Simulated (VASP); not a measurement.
Input of a VASP 6.6.1 run:

INCAR

```
SYSTEM = Fe
PREC = Accurate ; ENCUT = 520
EDIFF = 1E-6 ; ISMEAR = 1
SIGMA = 0.1 ; LREAL = .FALSE.
LASPH = .TRUE. ; NELM = 150
ALGO = Normal ; ISIF = 2
LWAVE = .FALSE. ; LCHARG = .FALSE.
ISPIN = 2 ; MAGMOM = 4
LORBIT = 11 ; LMAXMIX = 4
GGA = MK ; LUSE_VDW = .TRUE.
AGGAC = 0.0 ; PARAM1 = 0.1234
PARAM2 = 0.711357 ; ZAB_VDW = -1.8867
NBANDS = 14 ; AMIX = 0.2
BMIX = 1E-4 ; AMIX_MAG = 0.8
BMIX_MAG = 1E-4 ; ICORELEVEL = 1
```

The input KPOINTS:

```
Automatic mesh
0
G
  18 18 18
  0 0 0
```

POSCAR

```
Fe                                      
1.0
   -1.4032584625      1.4032584625      1.4032584625
    1.4032584625     -1.4032584625      1.4032584625
    1.4032584625      1.4032584625     -1.4032584625
  Fe            
     1
Direct
     0.0000000000000000    0.0000000000000000    0.0000000000000000
```

KPOINTS_OPT

```
explicit points
124
Reciprocal
 0.0000000000  0.0000000000  0.0000000000 1
 0.0263157895 -0.0263157895  0.0263157895 1
 0.0526315789 -0.0526315789  0.0526315789 1
 0.0789473684 -0.0789473684  0.0789473684 1
 0.1052631579 -0.1052631579  0.1052631579 1
 0.1315789474 -0.1315789474  0.1315789474 1
 0.1578947368 -0.1578947368  0.1578947368 1
 0.1842105263 -0.1842105263  0.1842105263 1
 0.2105263158 -0.2105263158  0.2105263158 1
 0.2368421053 -0.2368421053  0.2368421053 1
 0.2631578947 -0.2631578947  0.2631578947 1
 0.2894736842 -0.2894736842  0.2894736842 1
 0.3157894737 -0.3157894737  0.3157894737 1
 0.3421052632 -0.3421052632  0.3421052632 1
 0.3684210526 -0.3684210526  0.3684210526 1
 0.3947368421 -0.3947368421  0.3947368421 1
 0.4210526316 -0.4210526316  0.4210526316 1
 0.4473684211 -0.4473684211  0.4473684211 1
 0.4736842105 -0.4736842105  0.4736842105 1
 0.5000000000 -0.5000000000  0.5000000000 1
 0.5000000000 -0.5000000000  0.5000000000 1
 0.4736842105 -0.4736842105  0.5000000000 1
 0.4473684211 -0.4473684211  0.5000000000 1
 0.4210526316 -0.4210526316  0.5000000000 1
 0.3947368421 -0.3947368421  0.5000000000 1
 0.3684210526 -0.3684210526  0.5000000000 1
 0.3421052632 -0.3421052632  0.5000000000 1
 0.3157894737 -0.3157894737  0.5000000000 1
 0.2894736842 -0.2894736842  0.5000000000 1
 0.2631578947 -0.2631578947  0.5000000000 1
 0.2368421053 -0.2368421053  0.5000000000 1
 0.2105263158 -0.2105263158  0.5000000000 1
 0.1842105263 -0.1842105263  0.5000000000 1
 0.1578947368 -0.1578947368  0.5000000000 1
 0.1315789474 -0.1315789474  0.5000000000 1
 0.1052631579 -0.1052631579  0.5000000000 1
 0.0789473684 -0.0789473684  0.5000000000 1
 0.0526315789 -0.0526315789  0.5000000000 1
 0.0263157895 -0.0263157895  0.5000000000 1
 0.0000000000  0.0000000000  0.5000000000 1
 0.0000000000  0.0000000000  0.5000000000 1
 0.0000000000  0.0000000000  0.4736842105 1
 0.0000000000  0.0000000000  0.4473684211 1
 0.0000000000  0.0000000000  0.4210526316 1
 0.0000000000  0.0000000000  0.3947368421 1
 0.0000000000  0.0000000000  0.3684210526 1
 0.0000000000  0.0000000000  0.3421052632 1
 0.0000000000  0.0000000000  0.3157894737 1
 0.0000000000  0.0000000000  0.2894736842 1
 0.0000000000  0.0000000000  0.2631578947 1
 0.0000000000  0.0000000000  0.2368421053 1
 0.0000000000  0.0000000000  0.2105263158 1
 0.0000000000  0.0000000000  0.1842105263 1
 0.0000000000  0.0000000000  0.1578947368 1
 0.0000000000  0.0000000000  0.1315789474 1
 0.0000000000  0.0000000000  0.1052631579 1
 0.0000000000  0.0000000000  0.0789473684 1
 0.0000000000  0.0000000000  0.0526315789 1
 0.0000000000  0.0000000000  0.0263157895 1
 0.0000000000  0.0000000000  0.0000000000 1
 0.0000000000  0.0000000000  0.0000000000 1
 0.0131578947  0.0131578947  0.0131578947 1
 0.0263157895  0.0263157895  0.0263157895 1
 0.0394736842  0.0394736842  0.0394736842 1
 0.0526315789  0.0526315789  0.0526315789 1
 0.0657894737  0.0657894737  0.0657894737 1
 0.0789473684  0.0789473684  0.0789473684 1
 0.0921052632  0.0921052632  0.0921052632 1
 0.1052631579  0.1052631579  0.1052631579 1
 0.1184210526  0.1184210526  0.1184210526 1
 0.1315789474  0.1315789474  0.1315789474 1
 0.1447368421  0.1447368421  0.1447368421 1
 0.1578947368  0.1578947368  0.1578947368 1
 0.1710526316  0.1710526316  0.1710526316 1
 0.1842105263  0.1842105263  0.1842105263 1
 0.1973684211  0.1973684211  0.1973684211 1
 0.2105263158  0.2105263158  0.2105263158 1
 0.2236842105  0.2236842105  0.2236842105 1
 0.2368421053  0.2368421053  0.2368421053 1
 0.2500000000  0.2500000000  0.2500000000 1
 0.2500000000  0.2500000000  0.2500000000 1
 0.2631578947  0.2105263158  0.2631578947 1
 0.2763157895  0.1710526316  0.2763157895 1
 0.2894736842  0.1315789474  0.2894736842 1
 0.3026315789  0.0921052632  0.3026315789 1
 0.3157894737  0.0526315789  0.3157894737 1
 0.3289473684  0.0131578947  0.3289473684 1
 0.3421052632 -0.0263157895  0.3421052632 1
 0.3552631579 -0.0657894737  0.3552631579 1
 0.3684210526 -0.1052631579  0.3684210526 1
 0.3815789474 -0.1447368421  0.3815789474 1
 0.3947368421 -0.1842105263  0.3947368421 1
 0.4078947368 -0.2236842105  0.4078947368 1
 0.4210526316 -0.2631578947  0.4210526316 1
 0.4342105263 -0.3026315789  0.4342105263 1
 0.4473684211 -0.3421052632  0.4473684211 1
 0.4605263158 -0.3815789474  0.4605263158 1
 0.4736842105 -0.4210526316  0.4736842105 1
 0.4868421053 -0.4605263158  0.4868421053 1
 0.5000000000 -0.5000000000  0.5000000000 1
 0.2500000000  0.2500000000  0.2500000000 1
 0.2368421053  0.2368421053  0.2631578947 1
 0.2236842105  0.2236842105  0.2763157895 1
 0.2105263158  0.2105263158  0.2894736842 1
 0.1973684211  0.1973684211  0.3026315789 1
 0.1842105263  0.1842105263  0.3157894737 1
 0.1710526316  0.1710526316  0.3289473684 1
 0.1578947368  0.1578947368  0.3421052632 1
 0.1447368421  0.1447368421  0.3552631579 1
 0.1315789474  0.1315789474  0.3684210526 1
 0.1184210526  0.1184210526  0.3815789474 1
 0.1052631579  0.1052631579  0.3947368421 1
 0.0921052632  0.0921052632  0.4078947368 1
 0.0789473684  0.0789473684  0.4210526316 1
 0.0657894737  0.0657894737  0.4342105263 1
 0.0526315789  0.0526315789  0.4473684211 1
 0.0394736842  0.0394736842  0.4605263158 1
 0.0263157895  0.0263157895  0.4736842105 1
 0.0131578947  0.0131578947  0.4868421053 1
 0.0000000000  0.0000000000  0.5000000000 1
 0.0000000000  0.0000000000  0.0000000000 1
 0.5000000000 -0.5000000000  0.5000000000 1
 0.2500000000  0.2500000000  0.2500000000 1
 0.0000000000  0.0000000000  0.5000000000 1
```

Potentials or basis: VASP PAW PBE potentials, release 64 (Fe).

Run with:

```sh
$ cat potpaw_PBE.64/Fe/POTCAR > POTCAR
$ mpirun -np 1 vasp_std > vasp.out
```

(1) Estimate the band gap along the path.

(2) What does it give for the pressure?

(3) Predict the site moments.

(4) What does it give for the net moment?

Answers

(1) none (metal or under the smearing width).

(2) 0.1 GPa.

(3) Fe +2.11 μB.

(4) 2.13 μB per cell.

Caveat: the PAW data sets were made with another functional, which shifts forces and pressure a little.
